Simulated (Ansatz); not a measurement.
Here is an Ansatz 0.2.0 calculation.

The input input.yaml:

```yaml
crystal:
  lattice:
    - [0.0, 3.059, 3.059]
    - [3.059, 0.0, 3.059]
    - [3.059, 3.059, 0.0]
  atoms:
    - { symbol: Sb, position: [0.75, 0.75, 0.75] }
    - { symbol: Ga, position: [0.0, 0.0, 0.0] }
kpoints:
  mp_grid: { grid: [8, 8, 8] }
  band_path:
    path:
      - [0.0, 0.0, 0.0]
      - [0.5, 0.0, 0.5]
      - [0.5, 0.25, 0.75]
      - [0.375, 0.375, 0.75]
      - [0.0, 0.0, 0.0]
      - [0.5, 0.5, 0.5]
      - [0.625, 0.25, 0.625]
      - [0.5, 0.25, 0.75]
    npoints: 12
scf:
  occupations: { method: fermi_dirac, width: 0.05 }
hamiltonian:
  xc: rpbe
  pseudopotentials: { kind: all_electron, lapw: { basis_error: 0.001 } }
output:
  forces: true
  stress: true
  eigenvalues: true
```

Potentials or basis: all-electron LAPW, scalar-relativistic.

The run is started by

```bash
$ ansatz run input.yaml --threads 1 --pin off --max-ram 3072MiB --backend cpu --events-out ev --progress --plain --runs-dir out
```

Question: Predict the band gap on the k mesh.

Answer: 0.14 eV, direct.

Question: Estimate the pressure.

Answer: 3.9 GPa.

Levels at the corners of the path, in eV from the valence-band top:
```
point  band 18  band 19  band 20  band 21  band 22  band 23  band 24  band 25  band 26  band 27
    Γ   -14.93   -11.44     0.00     0.00     0.00     0.14     2.80     2.80     2.80     6.03
    X   -14.93    -9.00    -6.76    -2.56    -2.56     0.99     1.36     8.76     8.76    10.21
    W   -14.93    -8.95    -6.63    -3.32    -3.10     3.73     4.42     4.47     4.84    10.02
    K   -14.93    -9.06    -6.58    -3.58    -2.18     1.50     3.95     6.69     6.86     7.67
    Γ   -14.93   -11.44     0.00     0.00     0.00     0.14     2.80     2.80     2.80     6.03
    L   -14.93    -9.82    -6.32    -1.15    -1.15     0.49     3.79     3.79     6.65     9.53
    U   -14.93    -9.06    -6.58    -3.58    -2.18     1.50     3.95     6.69     6.86     7.67
    W   -14.93    -8.95    -6.63    -3.32    -3.10     3.73     4.42     4.47     4.84    10.02
```

Caveat: spin-orbit coupling is left out, which moves the levels of the heavy elements.

**Measured values to compare with.**

From a printed reference work, data compilation, for a bulk crystal of GaSb at 4.2 K: band gap 0.811 eV (direct).

Against the measured gap of GaSb, 0.811 eV (direct; 4.2 K; a printed reference work, data compilation), the calculated 0.14 eV is off by -0.67 eV. Spin-orbit coupling on Ga, Sb is left out. The value is that of RPBE, without temperature or zero-point motion. Semilocal functionals fall short of measured gaps as a rule.
